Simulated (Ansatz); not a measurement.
# Ga (omega type): how the settings move a single-point run

Question: which choices in the input matter for Ga (omega type)?

Method: reference: DFT, PBE, PAW with Ansatz's default frozen-core files, scalar-relativistic, in Ansatz 0.2.0.

1 further run of the same task is left out (it didn't finish).

**1. The system as given**

Symmetry: P6/mmm, No. 191, hexagonal system. The conventional cell has a = 3.908 Å, b = 3.908 Å, c = 2.407 Å, α = 90.00°, β = 90.00°, γ = 120.00°. Ga (site symmetry 6/mmm) has 14 Ga at 2.41 to 2.56 Å as nearest neighbours. Around Ga (site symmetry -6m2) lie 11 Ga at 2.26 to 2.56 Å.

As a file:

```cif
data_structure
_symmetry_space_group_name_H-M 'P6/mmm'
_symmetry_Int_Tables_number 191
_cell_length_a 3.9080
_cell_length_b 3.9080
_cell_length_c 2.4071
_cell_angle_alpha 90.000
_cell_angle_beta 90.000
_cell_angle_gamma 120.000
_cell_volume 31.84
loop_
_atom_site_label
_atom_site_type_symbol
_atom_site_symmetry_multiplicity
_atom_site_Wyckoff_symbol
_atom_site_fract_x
_atom_site_fract_y
_atom_site_fract_z
_atom_site_occupancy
Ga1 Ga 1 a 0.00000 0.00000 0.00000 1
Ga2 Ga 2 d 0.33333 0.66667 0.50000 1
```

**2. The reference run**

The input, input.yaml:

```yaml
crystal:
  lattice:
    - [3.90797882, 0.0, 0.0]
    - [-1.95398941, 3.3844089355, 0.0]
    - [0.0, 0.0, 2.4071006177]
  atoms:
    - { symbol: Ga, position: [0.0, 0.0, 0.0] }
    - { symbol: Ga, position: [0.3333333333, 0.6666666667, 0.5] }
    - { symbol: Ga, position: [0.6666666667, 0.3333333333, 0.5] }
kpoints:
  mp_grid: { grid: [8, 8, 10] }
  band_path:
    path:
      - [0.0, 0.0, 0.0]
      - [0.5, 0.0, 0.0]
      - [0.3333333333, 0.3333333333, 0.0]
      - [0.0, 0.0, 0.0]
      - [0.0, 0.0, 0.5]
      - [0.5, 0.0, 0.5]
      - [0.3333333333, 0.3333333333, 0.5]
      - [0.0, 0.0, 0.5]
      - [0.5, 0.0, 0.5]
    npoints: 8
scf:
  occupations: { method: fermi_dirac, width: 0.05 }
hamiltonian:
  xc: pbe
  pseudopotentials: { kind: paw }
output:
  forces: true
  stress: true
  eigenvalues: true
  populations: true
  dos: { projected: true, de: 0.2, e_range: [-14, 8] }
```

Launch:

```
$ ansatz run input.yaml --threads 1 --pin off --max-ram 3072MiB --backend cpu --events-out ev --progress --plain --runs-dir out
```

**3. Variant: ecutwfc 600 eV**

input.yaml: that of step 2 with these lines changed.

```diff
@@ -33,2 +33,3 @@
   populations: true
-  dos: { projected: true, de: 0.2, e_range: [-14, 8] }
+basis:
+  ecutwfc: "600 eV"
```

**Question.** What will these runs give? Wanted: for each run, ending; energy change; pressure; gap; force.

As calculated:

| run | ending | energy change | pressure (GPa) | gap (eV) | force (eV/Å) | cycles | time |
| --- | --- | --- | --- | --- | --- | --- | --- |
| reference | converged | 0 | 120.9 | 0.00 | 0.00 | 6 | 7.6 s |
| 1: ecutwfc 600 eV | converged | -1.8 meV/atom | 120.9 | 0.00 | 0.00 | 6 | 11 s |

Times don't compare one to one where runs were asked for different outputs or read a saved state (see the inputs); cycles may leave out searches for a lower state.

Residual by cycle in the longest SCF loop of each run; runs are numbered as in the table. The quantity is the density residual dr2, in eV.

```csv
cycle,reference,run 1
1,0.00395,0.00429
2,6.5e-4,5.9e-4
3,1.2e-4,1.2e-4
4,1.1e-6,1.7e-6
5,1.9e-6,1.5e-6
6,9.7e-9,8.0e-9
```

Changing the cutoff moves the energy by -1.8 meV/atom. The structure is not at rest: the sound run finds 121 GPa, so these are no properties of the relaxed crystal. 
